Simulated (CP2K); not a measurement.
The system is HfO2.

```xyz
6
Lattice="3.6169 0.0000 0.0000 0.0000 3.6169 0.0000 0.0000 0.0000 5.1150" Properties=species:S:1:pos:R:3 pbc="T T T"
Hf    1.9994    1.7859    2.5466
Hf    3.4259    0.0225    0.0109
O     0.2575    1.7185    3.8014
O     1.5509    0.0900    1.3136
O     0.1791    1.8397    1.3272
O     1.6294    3.5856    3.7878
```

Base run:

```yaml
Program: CP2K 2026.2
Functional: PBE
Dispersion: D4
Potentials_or_basis: POTENTIAL_UZH Hf GTH-PBE-q12, O GTH-PBE-q6; DZVP-MOLOPT-PBE-GTH basis
Density_cutoff: 8163 eV
k_mesh: 7 × 7 × 5
Occupations: fermi-dirac, width 0.05 eV
Spin: no spin polarisation
```

Its results: band gap on the k mesh 2.44 eV, indirect (least direct gap 2.84 eV); pressure -8.1 GPa; largest force 4.355 eV/Å.

Question: The run is repeated on the same cell with these changes: dispersion from D4 to rVV10. What comes out?

Answer: Band gap on the k mesh 2.40 eV, indirect (least direct gap 2.80 eV); pressure -6.7 GPa; largest force 4.326 eV/Å.

Caveats: spin-orbit coupling is left out, which moves the levels of the heavy elements; an odd mesh through Γ misses points on the zone boundary, where band edges often lie; the basis of atomic orbitals isn't converged, which shifts pressures, moduli and gaps; forces of over 1 eV/Å show positions far from the minimum, so gaps and moduli don't describe the material at rest.
